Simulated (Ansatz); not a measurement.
# Si/ZnS/CoSi2: a contact from a semiconductor to a metal, part 3 of 5

Aim: where the metal's Fermi level sits in the semiconductor's gap in Si/ZnS/CoSi2, and what the stack passes. The semiconductor is Si diamond(111), undoped, with its far face capped by hydrogen, and the metal is CoSi2 fluorite(111), with ZnS wurtzite(0001) between them (whole bilayers). After relaxation the nearest pair at the metal is Si–Zn at 2.43 Å, along the normal. The common net has a side of 3.85 Å, which strains the semiconductor by -0.5 %, the layer between by +0.0 % and the metal by +1.6 %, against typed lattice constants near PBE's. The first steps treat the bulk crystals alone.

Ansatz 0.2.0; PBE DFT, plane waves, PAW files (the session's first sound run).

So far. Step 4 (Relaxing the interfaces): The largest force component on a free atom ends at 0.014 eV/Å. The work functions of the outer faces are 3.82 and 4.06 eV.

### 5. T(E) from the semiconductor into the metal, atomic planes in the barrier 4, gap between the electrodes 8.77 Å

This step: PBE DFT, plane waves, PAW files; ballistic transmission by layer matching between semi-infinite leads (Ansatz 0.2.0).

System of this step: Si/ZnS/CoSi2. The cell holds 52 atoms: 38 Si, 2 S, 2 Zn, 9 Co and 1 H. Its edges and angles: a = 3.850 Å, b = 3.850 Å, c = 93.224 Å, α = 90.0°, β = 90.0°, γ = 120.0°. Regions: left electrode, 20 atoms (20 Si); barrier, 4 atoms (2 S and 2 Zn); right electrode, 27 atoms (18 Si and 9 Co). Vacuum lies along c.

The semiconductor is one lead and the metal the other. The lead's open channels mark its band edges against the Fermi level.

File input.yaml:

```yaml
crystal:
  lattice:
    - [3.85, 0.0, 0.0]
    - [-1.925, 3.3341978046, 0.0]
    - [0.0, 0.0, 93.2242367071]
  atoms:
    - { symbol: Si, position: [0.66666667, 0.33333333, 0.1662657754] }
    - { symbol: Si, position: [0.0, 0.0, 0.1748070822] }
    - { symbol: Si, position: [0.0, 0.0, 0.2002045096] }
    - { symbol: Si, position: [0.33333333, 0.66666667, 0.2087458165] }
    - { symbol: Si, position: [0.33333333, 0.66666667, 0.2341432439] }
    - { symbol: Si, position: [0.66666667, 0.33333333, 0.2426845508] }
    - { symbol: Si, position: [0.66666667, 0.33333333, 0.2680819782] }
    - { symbol: Si, position: [0.0, 0.0, 0.276623285] }
    - { symbol: Si, position: [0.0, 0.0, 0.3020207124] }
    - { symbol: Si, position: [0.33333333, 0.66666667, 0.3105620193] }
    - { symbol: Si, position: [0.33333333, 0.66666667, 0.3359594467] }
    - { symbol: Si, position: [0.66666667, 0.33333333, 0.3445007536] }
    - { symbol: Si, position: [0.66666667, 0.33333333, 0.369898181] }
    - { symbol: Si, position: [0.0, 0.0, 0.3784394878] }
    - { symbol: Si, position: [0.0, 0.0, 0.4038369152] }
    - { symbol: Si, position: [0.33333333, 0.66666667, 0.4123782221] }
    - { symbol: Si, position: [0.33333333, 0.66666667, 0.4377756495] }
    - { symbol: Si, position: [0.66666667, 0.33333333, 0.4463169564] }
    - { symbol: Si, position: [0.66666667, 0.33333333, 0.4716280106] }
    - { symbol: Si, position: [0.0, 0.0, 0.4792644865] }
    - { symbol: S, position: [0.0, 0.0, 0.5033404761] }
    - { symbol: Zn, position: [0.33333333, 0.66666667, 0.512906672] }
    - { symbol: S, position: [0.33333333, 0.66666667, 0.5372267053] }
    - { symbol: Zn, position: [0.0, 0.0, 0.5472698199] }
    - { symbol: Si, position: [0.0, 0.0, 0.5733895931] }
    - { symbol: Co, position: [0.33333333, 0.66666667, 0.5799120066] }
    - { symbol: Si, position: [0.66666667, 0.33333333, 0.5871693027] }
    - { symbol: Si, position: [0.33333333, 0.66666667, 0.6040887862] }
    - { symbol: Co, position: [0.66666667, 0.33333333, 0.6120449918] }
    - { symbol: Si, position: [0.0, 0.0, 0.6200011974] }
    - { symbol: Si, position: [0.66666667, 0.33333333, 0.636920681] }
    - { symbol: Co, position: [0.0, 0.0, 0.6448768866] }
    - { symbol: Si, position: [0.33333333, 0.66666667, 0.6528330922] }
    - { symbol: Si, position: [0.0, 0.0, 0.6697525758] }
    - { symbol: Co, position: [0.33333333, 0.66666667, 0.6777087814] }
    - { symbol: Si, position: [0.66666667, 0.33333333, 0.685664987] }
    - { symbol: Si, position: [0.33333333, 0.66666667, 0.7025844706] }
    - { symbol: Co, position: [0.66666667, 0.33333333, 0.7105406762] }
    - { symbol: Si, position: [0.0, 0.0, 0.7184968818] }
    - { symbol: Si, position: [0.66666667, 0.33333333, 0.7354163654] }
    - { symbol: Co, position: [0.0, 0.0, 0.743372571] }
    - { symbol: Si, position: [0.33333333, 0.66666667, 0.7513287766] }
    - { symbol: Si, position: [0.0, 0.0, 0.7682482602] }
    - { symbol: Co, position: [0.33333333, 0.66666667, 0.7762044658] }
    - { symbol: Si, position: [0.66666667, 0.33333333, 0.7841606714] }
    - { symbol: Si, position: [0.33333333, 0.66666667, 0.801080155] }
    - { symbol: Co, position: [0.66666667, 0.33333333, 0.8090363606] }
    - { symbol: Si, position: [0.0, 0.0, 0.8169925662] }
    - { symbol: Si, position: [0.66666667, 0.33333333, 0.8339120498] }
    - { symbol: Co, position: [0.0, 0.0, 0.8418682554] }
    - { symbol: Si, position: [0.33333333, 0.66666667, 0.849824461] }
    - { symbol: H, position: [0.66666667, 0.33333333, 0.150175539] }
kpoints:
  mp_grid: { grid: [8, 8, 1] }
scf:
  occupations: { method: fermi_dirac, width: 0.1 }
  max_iter: 150
hamiltonian:
  xc: pbe
efield:
  axis: 3
  dipole_correction: true
output:
  transmission:
    kmesh: [12, 12]
    e_range: [-2.5, 2.5]
    de: 0.05
    leads: [[8, 10], [37, 40]]
  dos: { projected: true, e_range: [-6, 5], de: 0.05 }
  write_potential: true
  write_density: true
  volumetric_format: npy
  elf: true
```

Command:

```sh
ansatz run input.yaml --threads 8 --pin off --max-ram 24576MiB --backend cpu --events-out ev --progress --plain --runs-dir out
```

Numbers of over 12 decimals in the logs are rounded to 6 here.

The log of the run:

```text
[...]
Crystal: 52 atoms, lattice volume = 1196.688 Å³
Basis set: ecut = 420 eV, 23435 PW (Γ)
Bands: 223, of which v1, the nominal top of the filled ones, is band 171 counted from 1 (170 counted from 0)
Symmetry: 6 space group operations
[...]
k-points: 10 of 64 (time reversal used)
[...]
SCF iter   1: F=—  HF=-78767.481990 eV  |F-HF|=—  |Δ(HF+E_count)|=         —  Δρ=5.90e-3  dr2=2.00e1  ethr=1.77e-3  p=-0.063 e·Å  D=-9.56e-3 V/Å  ΔV_dip=0.89 eV  dr2_dipole=9.36e0  V_vac-E_F(+/−)=4.58/3.69 eV  ⟨swp⟩=9.1  Hψ=12028  notcnv=0  defer=97
[...]
SCF iter  19: F=-78767.369531 eV  HF=-78767.369531 eV  |F-HF|=4.99e-8  |Δ(HF+E_count)|=   8.86e-8  Δρ=6.31e-7  dr2=4.27e-8  ethr=2.92e-11  p=-0.053 e·Å  D=-7.95e-3 V/Å  ΔV_dip=0.74 eV  dr2_dipole=2.35e-8  V_vac-E_F(+/−)=4.96/4.22 eV  ⟨swp⟩=1.1  Hψ=4595  notcnv=0
SCF 1 converged in 19 iterations: F = -78767.369531 eV  dr2 = 4.27e-8
[...]
transmission: 121 of 1159 steps passed
transmission: 243 of 1159 steps passed
[...]
transmission: 1159 of 1159 steps passed
WARN: The output density's exchange-correlation potential varies sharply where the density is thin. Do not read a vacuum level from v_tot or v_xc, or from such a field of the output density. On a cell that repeats whose density bears no net charge and no dipole along the vacuum's axis use v_es (v_loc + v_h of the components); under efield.dipole_correction with no amplitude use v_es + v_field, which holds any externa [...]
SCF converged after 19 iterations
Free energy (F): -78767.369531 eV
[...]
Internal energy: -78766.955915 eV  (E = F + TS)
E sigma→0 (E₀):  -78767.162723 eV
Entropy (-TS):   -0.413616 eV (-7.954 meV/atom)
Fermi energy:    5.110777 eV
Dipole field:    D = -0.008039 V/Å  (p = -0.053162 e·Å, saw-weighted, corrected)
Work function:   Φ+ = 4.9630 eV   Φ− = 4.2136 eV
[...]
--- Band table (eV; the first three rows and the last of 10) ---
  k-point 0: bands = [... 167 lower, 6.1231, 6.2480, 6.3294, 6.3580, 6.3580, 6.4411, 6.5715, 6.5768, ... 48 higher]
  k-point 1: bands = [... 167 lower, 5.8547, 5.9933, 6.0621, 6.2709, 6.4284, 6.5421, 6.5790, 6.6290, ... 48 higher]
  k-point 2: bands = [... 167 lower, 5.0489, 5.0636, 5.3623, 5.4393, 5.6841, 5.6844, 5.8387, 5.9792, ... 48 higher]
  k-point 9: bands = [... 167 lower, 4.3817, 4.4987, 4.5804, 4.6322, 4.6484, 4.6747, 4.7134, 5.1626, ... 48 higher]
--- Transmission ---
  basis      : 121 plane waves across, 61 finite elements along
  points     : 19, standing for a mesh of 12 x 12
  energies   : 101 from -2.500000 to 2.500000 eV about the Fermi level, 0.050000 eV apart; the leads are filled to 0.000000 eV, and channels, transmission and decay are at 0.000000 eV
  crystal 0  : Si2, at the sites [8, 10], period 3.1639 Å, over 30.06 Å; its Hamiltonian steps by up to 38.0 meV: too much for a lead, lay more layers or, if its atoms are ordered, name the step of that order
    offset         : up to 0.0000 Å between an atom of the period and one for which it stands
    channels       : 0.000000e0 a spin
    conductance    : none, the energies end too early or step too widely for 300 K: set another output.transmission.e_range or a lower de, or, where they end at an eighth of basis.ecutwfc, a higher one
    slowest decay  : 0.0920 /Å at (0.4167, 0.0000)
  crystal 1  : Si2Co1, at the sites [37, 40], period 3.0607 Å, over 25.51 Å; its Hamiltonian steps by up to 7.9 meV
[...]
channels       : 1.270833e0 a spin
[...]
slowest decay  : 0.0950 /Å at (0.4167, 0.0833)
  junction   : crystal 0 to crystal 1, 29.74 to 64.71 Å
    transmission   : 0.000000e0 a spin
[...]
```

The job ended after 3.5 min (8 threads of Arm Neoverse V2, shared host; peak memory 9.7 GiB).

This step gave:

```yaml
free_energy: -78767.3695 eV
fermi_energy: 5.111 eV
level_to_which_the_leads_are_filled: 0 eV from the Fermi level
transmission_at_the_fermi_level_a_spin_zone_mean: 0
channels_of_the_lower_lead: 0
channels_of_the_upper_lead: 1.271
potential_step_in_the_lower_lead: 38 meV
potential_step_in_the_upper_lead: 7.9 meV
work_function_upper_face: 4.963 eV
work_function_lower_face: 4.214 eV
dipole_moment: -0.05316 e·Å
dipole_field: -0.008039 V/Å
```

One spin. The transmission, zone mean by energy, zero at the Fermi level:

| energy (eV) | transmission, zone mean |
| --- | --- |
| -2.400 | 0.144 |
| -2.200 | 0.0638 |
| -2.000 | 0.0131 |
| -1.800 | 0.0124 |
| -1.600 | 0.00870 |
| -1.400 | 0.00676 |
| -1.200 | 0.00224 |
| -1.000 | 0.00114 |
| -0.800 | 8.3e-4 |
| -0.600 | 4.4e-4 |
| -0.400 | 0 |
| -0.200 | 0 |
| 0.000 | 0 |
| 0.200 | 0 |
| 0.400 | 6.8e-4 |
| 0.600 | 6.6e-4 |
| 0.800 | 0.00383 |
| 1.000 | 0.00417 |
| 1.200 | 0.0298 |
| 1.400 | 0.0335 |
| 1.600 | 0.0832 |
| 1.800 | 0.205 |
| 1.950 | 0.253 |
| 2.000 | 0.218 |
| 2.200 | 0.261 |
| 2.400 | 0.407 |
| 2.450 | 0.530 |

One spin. Open channels, zone mean against energy, zero at the Fermi level:

| energy (eV) | lower lead | upper lead |
| --- | --- | --- |
| -2.400 | 1.63 | 1.06 |
| -2.200 | 1.59 | 1.44 |
| -2.000 | 1.47 | 1.55 |
| -1.800 | 1.34 | 2 |
| -1.600 | 0.979 | 1.96 |
| -1.400 | 0.729 | 1.32 |
| -1.200 | 0.562 | 1.72 |
| -1.000 | 0.312 | 1.63 |
| -0.800 | 0.188 | 1.67 |
| -0.600 | 0.146 | 1.90 |
| -0.400 | 0 | 1.83 |
| -0.200 | 0 | 1.60 |
| 0.000 | 0 | 1.27 |
| 0.200 | 0.0417 | 1.15 |
| 0.400 | 0.208 | 0.979 |
| 0.600 | 0.333 | 0.903 |
| 0.800 | 0.667 | 0.681 |
| 1.000 | 0.833 | 0.597 |
| 1.200 | 1.07 | 0.597 |
| 1.400 | 1.40 | 0.514 |
| 1.600 | 1.94 | 0.882 |
| 1.800 | 2.11 | 0.924 |
| 2.000 | 2.28 | 1.26 |
| 2.200 | 2.03 | 1.72 |
| 2.400 | 1.83 | 1.92 |

Projected DOS an atom over height of the atomic layer and energy from the Fermi level. Layers: H Si Si Si Si Si Si Si Si Si Si Si Si Si Si Si Si Si Si Si Si S Zn S Zn Si Co Si Si Co Si Si Co Si Si Co Si Si Co Si Si Co Si Si Co Si Si Co Si Si Co Si; projections on atoms miss part of the total, and the computed bands can run out at the top of the range; a column is the mean of 4 neighbouring layers, the last of those left over.

Ten even steps from '0' (0.00 states/eV) to '9' (2.30 states/eV), each cell a mean:
```
0000000000000
1111101111111
1111101222222
2332211111111
2222211111111
2222211222221
1222210111111
0111210000001
0000110000001
0000001111111
0000002121123
0000003243343
0110004363365
1222105595594
2222213342243
2222322232232
2233321222232
2222232344443
2222232222221
1111121111111
0000131111111
0000021111110
```
Columns: height of the atomic layer (Å) from 16.1 to 77.9 (not evenly spaced); rows upwards: energy from the Fermi level (eV) from -6 to 5.

ELF in the ca plane at fractional y = 0.000, with atoms of Si and S and Zn and Co within 0.2 Å of it. It is the smooth field of the valence electrons, not physical close to the nuclei.

Values, 6 rows by 16 columns, each cell a mean:
```
0.05 0.09 0.09 0.06 0.48 0.42 0.71 0.59 0.70 0.09 0.13 0.08 0.22 0.70 0.41 0.32
0.18 0.49 0.49 0.18 0.61 0.76 0.35 0.70 0.49 0.12 0.37 0.26 0.23 0.53 0.63 0.45
0.38 0.81 0.81 0.38 0.49 0.54 0.09 0.17 0.17 0.23 0.64 0.55 0.09 0.20 0.36 0.53
0.33 0.76 0.76 0.33 0.53 0.63 0.14 0.31 0.21 0.20 0.60 0.48 0.12 0.27 0.42 0.51
0.12 0.33 0.34 0.13 0.61 0.71 0.48 0.78 0.61 0.09 0.26 0.18 0.25 0.62 0.64 0.41
0.04 0.05 0.05 0.06 0.40 0.35 0.77 0.43 0.66 0.09 0.12 0.05 0.19 0.71 0.33 0.27
```
Columns run along c (16.0 Å, from fractional 0.42 to 0.59 of the cell), rows up along a (3.9 Å). Atoms in or near the plane, at fractional coordinates: Si at (0.48, 0.00), S at (0.50, 0.00), Zn at (0.55, 0.00), Si at (0.57, 0.00).

Electrostatic potential energy in the ca plane at fractional y = 0.000, with atoms of Si and S and Zn and Co within 0.2 Å of it. With pseudopotentials it is smooth inside the atoms' cores, unlike the true potential.

Ten even steps from '0' (-51 eV) to '9' (8 eV), each cell a mean:
```
85232589999973224886100589999986100587200378
88545799999986457998545799999998545799644699
99988999999999889999888999999999888999988999
99999999999999999999999999999999999999999999
99999999999999999999999888999888999998899889
99999999999999999999999888999889999999999999
99999999999999999999999999999999999999999999
99767899999998778999767899999998767899877899
87323699999985335897312689999997312688411488
75343489999963114785000489999985000487100278
```
Columns run along c (16.0 Å, from fractional 0.49 to 0.66 of the cell; values clipped at the 3rd and 97th percentile), rows up along a (3.9 Å). Atoms in or near the plane, at fractional coordinates: S at (0.50, 0.00), Zn at (0.55, 0.00), Si at (0.57, 0.00), Si at (0.62, 0.00), Co at (0.64, 0.00).

Valence density in the ca plane at fractional y = 0.000, with atoms of Si and S and Zn and Co within 0.2 Å of it. It is the smooth field of the valence electrons, not physical close to the nuclei.

Ten steps, logarithmic in the rise over the least value, from '0' (0 e/Å³) to '9' (31 e/Å³), each cell a mean:
```
10012232232000001378621110011000000110011248
11111123321000000133211111111000000111111124
11100011111000000111000011111100001111111111
11000000000000001100000001111111111111100111
10000000000000011100000000111111111111000011
11000000000000011100000000111111111111000011
11100001110000001110000001111110011111100111
11110112221000000112100011111000001111111112
11111223321000000256411111111000000111111136
10012231122000001489721110011000000110011249
```
Columns run along c (16.0 Å, from fractional 0.47 to 0.65 of the cell), rows up along a (3.9 Å). Atoms in or near the plane, at fractional coordinates: Si at (0.48, 0.00), S at (0.50, 0.00), Zn at (0.55, 0.00), Si at (0.57, 0.00), Si at (0.62, 0.00), Co at (0.64, 0.00).

The semiconductor's channels close between -0.45 and +0.15 eV. In the worse lead the potential repeats within 38 meV, which the program flags as too much for a lead, so the lead is short or a field runs through it.

[end of part 3 of 5]

[Logs are printed without paths, hosts, clocks, repeated set-up lines and the standing remarks that a program may print on its own settings, such as how far it seeks lower states.]

[Hosts, paths, dates, database ids (printed as entryN), source tags and the programs' standing remarks are cut or masked in the printed files.]
